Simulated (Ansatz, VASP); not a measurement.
## AlRu: VASP beside Ansatz

```xyz
2
Lattice="2.9742 0.0000 0.0000 0.0000 2.9742 0.0000 0.0000 0.0000 2.9742" Properties=species:S:1:pos:R:3 pbc="T T T"
Al    0.0000    0.0000    0.0000
Ru    1.4871    1.4871    1.4871
```

Alike in both runs: functional PBE; dispersion D3(BJ); k mesh 10 × 10 × 10; no spin polarisation.

Ansatz relaxed the structure, and its values are those at the end. VASP's run is a single point on that final structure, the one shown.

|  | VASP | Ansatz |
| --- | --- | --- |
| version | VASP 6.6.1 | Ansatz 0.2.0 |
| potentials or method | VASP PAW PBE potentials, release 64 (Al, Ru_pv) | plane waves, PAW |
| plane-wave cutoff (eV) | 520 | 450 |
| occupations | fermi-dirac, width 0.1 eV | fermi-dirac |
| valence electrons in the cell | 17 | 19 |

VASP gave:

```
pressure (GPa)               : 0.0
dispersion energy (meV/atom) : -524.4
```

Question: What did Ansatz give for the same quantities?

Answer: Pressure (GPa): 0.0; dispersion energy (meV/atom): -524.6.

The two sets of potentials don't hold the same shells in valence.

Caveats: pairwise dispersion overbinds metals, which lowers pressure and volume.
